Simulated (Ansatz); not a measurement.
One crystal and one scan (scan of one atom of the cell) at two levels, PBE (plane waves to 420 eV, PAW, scalar-relativistic; Ansatz, a quantum-chemistry and plane-wave program) and r2SCAN (plane waves to 500 eV, PAW, scalar-relativistic; Ansatz), each from its own relaxed cell and on its own mesh.

The crystal is ZnTe (zinc blende); one Te atom of a 2-atom cell moves by s along Cartesian x, with its periodic images.

Energies are smeared free energies. Spin-orbit coupling is left out, though Te is heavy. ZnTe was relaxed with its symmetry unable to fall.

| quantity | run 1 | run 2 |
|---|---|---|
| Lattice constant a (Å) | 6.113 | 6.179 |
| Band gap of the relaxed cell, no spin-orbit coupling (eV) | 1.79 | 1.08 |
| Force constant k = d²E/ds² at s = 0 (finite differences) (eV/Å²) | 4.93 | 4.50 |
| Zone-centre optical wavenumber from k (transverse: no LO-TO term) (cm⁻¹) | 176 | 168 |

Task: Which run is which level?

Result: Run 2 is PBE, run 1 is r2SCAN. PBE gives the higher value for: lattice constant a. PBE gives the lower value for: band gap of the relaxed cell, no spin-orbit coupling; force constant k = d²E/ds² at s = 0; zone-centre optical wavenumber from k. Both give the same shape of the curve: a single well with its minimum at or next to zero displacement.

(For displaced atoms, the force is minus the slope of the energy, and its curvature is a force constant, which sets phonon frequencies.)
